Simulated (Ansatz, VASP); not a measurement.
## Al3Cu2: VASP beside Ansatz

```xyz
5
Lattice="4.0166 0.0000 0.0000 -2.0083 3.4785 0.0000 0.0000 0.0000 4.8825" Properties=species:S:1:pos:R:3 pbc="T T T"
Al    0.0000    0.0000    0.0000
Al    0.0000    2.3190    1.7210
Al    2.0083    1.1595    3.1614
Cu    0.0000    2.3190    4.1174
Cu    2.0083    1.1595    0.7650
```

Change from the starting cell: equal strain along all axes, cell held, atoms relaxed: -2.0 %.

Alike in both runs: functional PBEsol; k mesh 12 × 12 × 8; occupations gaussian, width 0.1 eV; no spin polarisation.

Ansatz relaxed the structure, and its values are those at the end. VASP's run is a single point on that final structure, the one shown.

|  | VASP | Ansatz |
| --- | --- | --- |
| version | VASP 6.6.1 | Ansatz 0.2.0 |
| potentials or method | VASP PAW PBE potentials, release 64 (Al, Cu) | scalar-relativistic, plane waves, PAW |
| plane-wave cutoff (eV) | 520 | 420 |
| valence electrons in the cell | 31 | 47 |

|  | VASP | Ansatz | Ansatz less VASP |
| --- | --- | --- | --- |
| gap on the k mesh at the Fermi level (eV) | none | none | - |
| pressure (GPa) | 8.2 | 7.9 | -0.31 |

A gap of «none» marks a metal or a gap that the smearing closes. The functional is the same, so the differences come from potentials, cutoffs and numerics. The two sets of potentials don't hold the same shells in valence. Ansatz warned: «stress_scf_threshold_loose».

Caveats: the PAW data sets were made with another functional, which shifts forces and pressure a little (VASP).
